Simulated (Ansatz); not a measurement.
# Cr (P-1) in Ansatz: convergence with wavefunction cutoff

Aim: find how far wavefunction cutoff must go before the results for Cr settle, at LDA. This setting moves, with any that are tied to it; all else stays.

All numbers are computed with Ansatz 0.2.0; they aren't measurements. Logs are shortened: lines on timing, memory, paths and dates and some standing lists are left out, and cuts for length are marked.

## (1) The crystal as given

The typed cell holds 1 atom: a = 2.562 Å, b = 2.541 Å, c = 2.350 Å, α = 105.10°, β = 107.45°, γ = 114.24°.

This isn't the form of Cr at room conditions, which is bcc.

## (2) With wavefunction cutoff 200 eV

Contents of input.yaml:

```yaml
crystal:
  lattice:
    - [-1.49433666, 1.54520073, 1.39321534]
    - [1.56967216, -1.45095608, 1.37430619]
    - [1.40634308, 1.3629625, -1.29897069]
  atoms:
    - { symbol: Cr, position: [0.0, 0.0, 0.0], spin: 3.0 }
hamiltonian:
  xc: lda
  pseudopotentials: { kind: paw }
magnetization:
  spin_polarized: true
kpoints:
  mp_grid: { grid: [9, 9, 9] }
scf:
  occupations: { method: fermi_dirac, width: 0.1 }
output:
  forces: true
  stress: true
  eigenvalues: true
basis:
  ecutwfc: "200 eV"
```

Potentials or basis: Ansatz PAW.

Run with:

```sh
$ ansatz run input.yaml --threads 2 --pin off --max-ram 5632MiB --backend cpu --events-out ev --progress --plain --runs-dir out
```

It took 3.1 s on 2 threads of Intel Xeon Platinum 8488C (Sapphire Rapids), shared host; peak memory 0.33 GiB.

Results:

| Property | Result |
| --- | --- |
| Free energy | -3314.4661 eV |
| Pressure | -48.8 GPa |
| Band gap on the k mesh | none (metal or under the smearing width) |
| Net moment | 0.00 μB per cell |
| Absolute moment | 0.00 μB per cell |

## (3) With wavefunction cutoff 250 eV

input.yaml, as its differences from that of step 2:

```diff
@@ -21,2 +21,2 @@
 basis:
-  ecutwfc: "200 eV"
+  ecutwfc: "250 eV"
```

Potentials or basis: Ansatz PAW.

Run with:

```sh
$ ansatz run input.yaml --threads 2 --pin off --max-ram 5632MiB --backend cpu --events-out ev --progress --plain --runs-dir out
```

It took 2.6 s on 2 threads of Intel Xeon Platinum 8488C (Sapphire Rapids), shared host; peak memory 0.35 GiB.

Results:

* Free energy: -3321.1846 eV
* Pressure: -15.3 GPa
* Band gap on the k mesh: none (metal or under the smearing width)
* Net moment: 0.00 μB per cell
* Absolute moment: 0.00 μB per cell

## (4) With wavefunction cutoff 300 eV

input.yaml, as its differences from that of step 3:

```diff
@@ -21,2 +21,2 @@
 basis:
-  ecutwfc: "250 eV"
+  ecutwfc: "300 eV"
```

Run with:

```sh
$ ansatz run input.yaml --threads 2 --pin off --max-ram 5632MiB --backend cpu --events-out ev --progress --plain --runs-dir out
```

Run time: 3.9 s. Hardware: 2 threads of Intel Xeon Platinum 8488C (Sapphire Rapids), shared host; peak memory 0.36 GiB.

What came out:

```
Free energy            : -3322.6626 eV
Pressure               : -22.4 GPa
Band gap on the k mesh : none (metal or under the smearing width)
Net moment             : 0.00 μB per cell
Absolute moment        : 0.00 μB per cell
```

## (5) With wavefunction cutoff 350 eV

input.yaml, as its differences from that of step 4:

```diff
@@ -21,2 +21,2 @@
 basis:
-  ecutwfc: "300 eV"
+  ecutwfc: "350 eV"
```

Run with:

```sh
$ ansatz run input.yaml --threads 2 --pin off --max-ram 5632MiB --backend cpu --events-out ev --progress --plain --runs-dir out
```

Wall time 4.4 s (2 threads of Intel Xeon Platinum 8488C (Sapphire Rapids), shared host); peak memory 0.38 GiB.

What came out:

| Quantity | Value |
| --- | --- |
| Free energy | -3322.9040 eV |
| Pressure | -22.3 GPa |
| Band gap on the k mesh | none (metal or under the smearing width) |
| Net moment | 0.00 μB per cell |
| Absolute moment | 0.00 μB per cell |

## (6) With wavefunction cutoff 400 eV

input.yaml, as its differences from that of step 5:

```diff
@@ -21,2 +21,2 @@
 basis:
-  ecutwfc: "350 eV"
+  ecutwfc: "400 eV"
```

Potentials or basis: Ansatz PAW.

Run with:

```sh
$ ansatz run input.yaml --threads 2 --pin off --max-ram 5632MiB --backend cpu --events-out ev --progress --plain --runs-dir out
```

Wall time 5.3 s (2 threads of Intel Xeon Platinum 8488C (Sapphire Rapids), shared host); peak memory 0.39 GiB.

It converged, with:

- Free energy: -3322.9333 eV
- Pressure: -22.0 GPa
- Band gap on the k mesh: none (metal or under the smearing width)
- Net moment: 0.00 μB per cell
- Absolute moment: 0.00 μB per cell

## (7) With wavefunction cutoff 450 eV

input.yaml, as its differences from that of step 6:

```diff
@@ -21,2 +21,2 @@
 basis:
-  ecutwfc: "400 eV"
+  ecutwfc: "450 eV"
```

Run with:

```sh
$ ansatz run input.yaml --threads 2 --pin off --max-ram 5632MiB --backend cpu --events-out ev --progress --plain --runs-dir out
```

Wall time 4.5 s (2 threads of Intel Xeon Platinum 8488C (Sapphire Rapids), shared host); peak memory 0.41 GiB.

Results (log left out):

| Item | Value |
| --- | --- |
| Free energy | -3322.9355 eV |
| Pressure | -22.0 GPa |
| Band gap on the k mesh | none (metal or under the smearing width) |
| Net moment | 0.00 μB per cell |
| Absolute moment | 0.00 μB per cell |

## (8) With wavefunction cutoff 500 eV

input.yaml, as its differences from that of step 7:

```diff
@@ -21,2 +21,2 @@
 basis:
-  ecutwfc: "450 eV"
+  ecutwfc: "500 eV"
```

Run with:

```sh
$ ansatz run input.yaml --threads 2 --pin off --max-ram 5632MiB --backend cpu --events-out ev --progress --plain --runs-dir out
```

It took 4.2 s on 2 threads of Intel Xeon Platinum 8488C (Sapphire Rapids), shared host; peak memory 0.43 GiB.

The run converged. Its results:

- Free energy: -3322.9360 eV
- Pressure: -22.0 GPa
- Band gap on the k mesh: none (metal or under the smearing width)
- Net moment: 0.00 μB per cell
- Absolute moment: 0.00 μB per cell

## (9) With wavefunction cutoff 600 eV

input.yaml, as its differences from that of step 8:

```diff
@@ -21,2 +21,2 @@
 basis:
-  ecutwfc: "500 eV"
+  ecutwfc: "600 eV"
```

Potentials or basis: Ansatz PAW.

Run with:

```sh
$ ansatz run input.yaml --threads 2 --pin off --max-ram 5632MiB --backend cpu --events-out ev --progress --plain --runs-dir out
```

Run time: 5.3 s. Hardware: 2 threads of Intel Xeon Platinum 8488C (Sapphire Rapids), shared host; peak memory 0.46 GiB.

The run converged. Its results:

```
Free energy            : -3322.9364 eV
Pressure               : -22.0 GPa
Band gap on the k mesh : none (metal or under the smearing width)
Net moment             : 0.00 μB per cell
Absolute moment        : 0.00 μB per cell
```

## (10) With wavefunction cutoff 800 eV

input.yaml, as its differences from that of step 9:

```diff
@@ -21,2 +21,2 @@
 basis:
-  ecutwfc: "600 eV"
+  ecutwfc: "800 eV"
```

Potentials or basis: Ansatz PAW.

Run with:

```sh
$ ansatz run input.yaml --threads 2 --pin off --max-ram 5632MiB --backend cpu --events-out ev --progress --plain --runs-dir out
```

The program printed:

```text
Warning: RAYON_NUM_THREADS=2 ignored (pool sized by the plan → 2); use --threads N
Engine: ansatz 0.2.0, x86_64-unknown-linux-gnu
Pseudopotentials: kind: paw
Pseudopotential: Cr, paw, valence charge 14, recommended cutoff 420 eV (normal), Cr.paw.azcp
Functional definition: SPW92
  exchange = slater_x
  correlation = pw_c
Crystal: 1 atoms, lattice volume = 11.943 Å³
Basis set: ecut = 800 eV, 611 PW (Γ)
Bands: 13, of which v1, the nominal top of the filled ones, is band 7 counted from 1 (6 counted from 0)
Symmetry: 2 space group operations
Space group: P-1 (ITA 2), of the structure as read, at distance tolerance 2.3e-5 Å
Magnetic group: BNS 2.4 (UNI 4), of the structure as read, at distance tolerance 2.3e-5 Å
k-points: 365 of 729
Non-local potential: Cr, projectors of the file, l = 0: 3, l = 1: 2, l = 2: 3, l = 3: 1
PAW form: soft (Blöchl's): semilocal exchange-correlation on the pseudo side does not see the compensation charge
PAW frozen core: Cr, regenerated for the run's functional, and the local potential with it (the file was generated under x = pbe(κ = 0.804, μ = 0.2195149727645171), c = pbe(β = 0.06672455060314922))
PAW one-centre angular grid: Cr, 590 points (default); XC on 64 Gauss nodes
Initial density: superposition of atomic densities (chi_scale 0.1, normalization cell)
Starting moments: Σ|m| = 3 μB on 1 of 1 site
Initial wavefunctions: pseudopotential atomic-orbital guess
Functional: x = slater, c = lda
SCF iter   1: F=—  HF=-3326.645308 eV  |F-HF|=—  |Δ(HF+E_count)|=         —  Δρ=3.52e-1 (↑3.52e-1 ↓1.49e-1)  dr2=6.13e0  dr2_m=6.27e0  M=0.096 μB ∫|m|=0.103 μB  β_m=0.30  ethr=3.10e-3  ⟨swp⟩=4.2  Hψ=44937  notcnv=0
Mixer restart at iter 1: flushing history
preconditioner: auto → none  [metal: Δε(μ)=0.026 eV  Ē_g=11.959 eV  σ=0.100 eV  W_gap=0.06  n_scr=0 (ndim 8)  ℏωp=26.3 eV  f_vac=0.000  D(μ)=0.45/eV (n_scr^D=0)]
SCF iter   2: F=—  HF=-3323.532498 eV  |F-HF|=—  |Δ(HF+E_count)|=    3.11e0  Δρ=1.80e-1 (↑1.80e-1 ↓1.53e-1)  dr2=2.45e-1  dr2_m=2.97e0  M=0.115 μB ∫|m|=0.116 μB  β_m=0.44  ethr=3.10e-3  ⟨swp⟩=2.0  Hψ=24674  notcnv=0  defer=146
SCF iter   3: F=—  HF=-3323.042012 eV  |F-HF|=—  |Δ(HF+E_count)|=   4.90e-1  Δρ=8.12e-2 (↑8.12e-2 ↓5.61e-2)  dr2=1.04e-1  dr2_m=5.04e-1  M=0.056 μB ∫|m|=0.056 μB  β_m=0.51  ethr=1.75e-3  ⟨swp⟩=2.3  Hψ=17162  notcnv=0  defer=117
SCF iter   4: F=—  HF=-3322.936370 eV  |F-HF|=—  |Δ(HF+E_count)|=   1.06e-1  Δρ=3.84e-3 (↑3.21e-3 ↓3.84e-3)  dr2=3.20e-3  dr2_m=5.61e-4  M=0.008 μB ∫|m|=0.008 μB  β_m=0.74  ethr=7.44e-4  ⟨swp⟩=2.1  Hψ=14714  notcnv=0  defer=117
SCF iter   5: F=—  HF=-3322.936795 eV  |F-HF|=—  |Δ(HF+E_count)|=   4.24e-4  Δρ=9.61e-4 (↑3.49e-4 ↓9.61e-4)  dr2=4.58e-5  dr2_m=3.94e-5  M=0.000 μB ∫|m|=0.001 μB  β_m=0.80  ethr=2.28e-5  ⟨swp⟩=1.8  Hψ=12071  notcnv=0  defer=108
SCF iter   6: F=—  HF=-3322.936762 eV  |F-HF|=—  |Δ(HF+E_count)|=   3.29e-5  Δρ=1.04e-4 (↑1.04e-4 ↓5.63e-5)  dr2=8.14e-7  dr2_m=5.27e-7  M=0.000 μB ∫|m|=0.000 μB  β_m=0.90  ethr=3.27e-7  ⟨swp⟩=2.8  Hψ=15481  notcnv=0  defer=108
SCF iter   7: F=—  HF=-3322.936763 eV  |F-HF|=—  |Δ(HF+E_count)|=   8.11e-7  Δρ=2.39e-5 (↑9.68e-6 ↓2.39e-5)  dr2=3.75e-8  dr2_m=2.22e-8  M=0.000 μB ∫|m|=0.000 μB  β_m=0.86  ethr=5.81e-9  ⟨swp⟩=2.5  Hψ=14599  notcnv=0  defer=108
SCF iter   8: F=—  HF=-3322.936762 eV  |F-HF|=—  |Δ(HF+E_count)|=   8.98e-9  Δρ=7.59e-6 (↑1.11e-6 ↓7.59e-6)  dr2=6.20e-9  dr2_m=1.34e-9  M=0.000 μB ∫|m|=0.000 μB  β_m=0.92  ethr=2.68e-10  ⟨swp⟩=1.8  Hψ=11370  notcnv=0  defer=108
SCF iter   9: F=—  HF=-3322.936762 eV  |F-HF|=—  |Δ(HF+E_count)|=  9.65e-10  Δρ=6.54e-7 (↑2.62e-7 ↓6.54e-7)  dr2=6.91e-11  dr2_m=7.37e-12  M=0.000 μB ∫|m|=0.000 μB  β_m=0.96  ethr=4.43e-11  ⟨swp⟩=2.4  Hψ=12593  notcnv=0  defer=108
SCF iter  10: F=-3322.936762 eV  HF=-3322.936762 eV  |F-HF|=2.27e-12  |Δ(HF+E_count)|=  3.05e-11  Δρ=8.97e-8 (↑8.97e-8 ↓7.90e-8)  dr2=2.27e-12  dr2_m=1.11e-14  M=0.000 μB ∫|m|=0.000 μB  ethr=1.00e-12  ⟨swp⟩=1.6  Hψ=24802  notcnv=0
SCF 1 converged in 10 iterations: F = -3322.936762 eV  dr2 = 2.27e-12
WARN: the starting moments were not kept: the SCF closed with an absolute magnetisation of 5.1e-8 μB, where they sum to 3 μB in size (1 site). That is at most 0.1 of that sum. Measured as dr2_m measures the in/out step, that magnetisation stands 1.6e-15 eV from none, at or under the dr2_threshold of 1.0e-7 eV: it is no larger than a step whose dr2_m would equal this threshold. The system may hold no moment; this SCF shows only that its start led to no more than that. To try another start: raise the starting moments (crystal.atoms[].spin, magnetization.per_species, magnetization.initial_magnetization, or on a non-collinear deck that types none of these the spinor_matrix: blocks that start its atoms; where the total moment is fixed, keep their sum and leave initial_magnetization as it is; typed ones take the place of any that the run laid by itself, positive ones on a crystal's lanthanoids without a Hubbard term where scf.initial_density.shell_occupations: [] is typed) or, if the notice of its spin-set hold's release reads "site moments contracting" or "site moments show no strong build", lengthen the hold (scf.mixing.spin_hold: { on: { confirm: 4 } }; for m-r²SCAN on two components see the key's manual first). Each may lead to a state that holds a moment. A second SCF, from the converged charge density, with the starting moments and any scf.initial_density.shell_occupations laid on it anew, would have followed, and was not run: the deck does not ask for one (magnetization.retry_lost_moments is false, the default). To let it run, set magnetization.retry_lost_moments: true and run the deck again, where that key's refused combinations let it; where memory then withholds it, that run's warning says so.
SCF converged after 10 iterations
Magnetization: 0.0000 μB (7.0000 up, 7.0000 down)
Absolute magnetization: 0.0000 μB (∫|ρ↑−ρ↓|, with the PAW one-centre terms)
Spin contamination: 0.0000 ħ² per cell (⟨S²⟩ above its minimum at these occupations)
Per-site moments (μB) at R_I (Å): [(3.673550230601417e-8, 0.9694006701976753)]
Free energy (F): -3322.936762 eV
Harris-Foulkes:  -3322.936762 eV  (|F-HF|=2.27e-12)
Internal energy: -3322.912921 eV  (E = F + TS)
E sigma→0 (E₀):  -3322.924842 eV
Entropy (-TS):   -0.023841 eV (-23.841 meV/atom)
Fermi energy:    18.324520 eV
--- Per-component energies (eV) ---
  E_band       = -156.033611
  E_kinetic    = 342.907844
  E_local      = -1213.571120  (includes V_loc(G=0)·N_el)
  E_nonlocal   = 82.932942
  E_hartree    = 524.714041
  E_xc         = -138.868586
  E_vxc        = -178.125192  (∫ρ·V_xc dr)
  E_paw        = -1140.542576  (= ΣΔE_a)
  E_vpaw       = -239.606210  (= ΣTr[D̂ρ^β])
  E_aug_tail   = -0.000016  (compensation charges beyond the density's cutoff)
  E_ewald      = -1780.850572
  E_core_change = 0.365125  (= ΣΔE_core)
  E_smearing   = -0.023841  (= −TS)
  E_closure    = 0.000000  (closes the sum)
  Σ components = -3322.936762   (vs F -3322.936762, Δ=0.00e0)
--- Forces (eV/Å), atoms counted from 1 ---
  atom   1  Cr     0.00000000     0.00000000     0.00000000
  max |Σ_I F_I| component: 0.00e0 eV/Å
--- Stress (GPa, compression-positive) ---
      -31.430231       5.505465      -4.422932
        5.505465     -25.128174      -5.274656
       -4.422931      -5.274656      -9.383865
  P = ⅓ Tr σ = -21.9808 GPa (-219.808 kbar)
--- Band table (eV; the first three rows and the last of 730) ---
  k-point 0 ↑: bands = ["-52.8789", "-24.1116", "-24.0763", "-23.8740", "10.6487", "16.7483", "17.5853", "17.8934", "19.2729", "19.7716", "38.7759", "40.7478", "41.7095"]
  k-point 1 ↑: bands = ["-52.8513", "-24.1303", "-24.1049", "-23.9837", "11.1777", "16.9744", "17.7326", "17.8537", "18.9487", "19.6553", "38.9125", "39.5777", "41.9567"]
  k-point 2 ↑: bands = ["-52.7810", "-24.3884", "-24.1325", "-24.0887", "12.5521", "17.2305", "17.3303", "18.5112", "18.7685", "19.4411", "36.1867", "38.3127", "42.2489"]
  k-point 364 ↓: bands = ["-52.7387", "-24.6410", "-24.2641", "-24.0399", "14.5435", "15.9227", "16.4627", "19.5852", "19.9161", "21.2844", "31.5269", "33.5059", "37.1471"]
```

Wall time 7.2 s (2 threads of Intel Xeon Platinum 8488C (Sapphire Rapids), shared host); peak memory 0.53 GiB.

Results:

```yaml
Free_energy: -3322.9368 eV
Pressure: -22.0 GPa
Band_gap_on_the_k_mesh: none (metal or under the smearing width)
Net_moment: 0.00 μB per cell
Absolute_moment: 0.00 μB per cell
```

## (11) Summary

| wavefunction cutoff | energy less the tightest run, at zero smearing (meV/atom) | pressure (GPa) | SCF cycles | CPU time (s) | peak memory (GiB) |
| --- | --- | --- | --- | --- | --- |
| 200 eV | 8475.39 | -48.82 | 11 | 5.5 | 0.33 |
| 250 eV | 1752.95 | -15.27 | 9 | 4.8 | 0.35 |
| 300 eV | 274.22 | -22.39 | 9 | 6.6 | 0.36 |
| 350 eV | 32.81 | -22.30 | 9 | 7.7 | 0.38 |
| 400 eV | 3.43 | -21.99 | 10 | 9.2 | 0.39 |
| 450 eV | 1.26 | -21.97 | 10 | 7.9 | 0.41 |
| 500 eV | 0.80 | -21.97 | 10 | 7.7 | 0.43 |
| 600 eV | 0.34 | -21.98 | 10 | 9.8 | 0.46 |
| 800 eV | 0.00 | -21.98 | 10 | 13 | 0.53 |

Against the tightest run, the energy stays within 1 meV/atom from 500 eV on; the pressure stays within 0.1 GPa from 400 eV on. The tightest run that finished is the yardstick and may itself not be fully converged.

Caveats: the starting moments collapsed, and a magnetic state may lie lower; so large a pressure means that the cell lies far from this level's equilibrium, or that cutoff or potentials fall short; the PAW data sets come from PBE, with cores solved anew for the run's functional, which leaves a small shift of forces and pressure; the starting moments weren't kept.
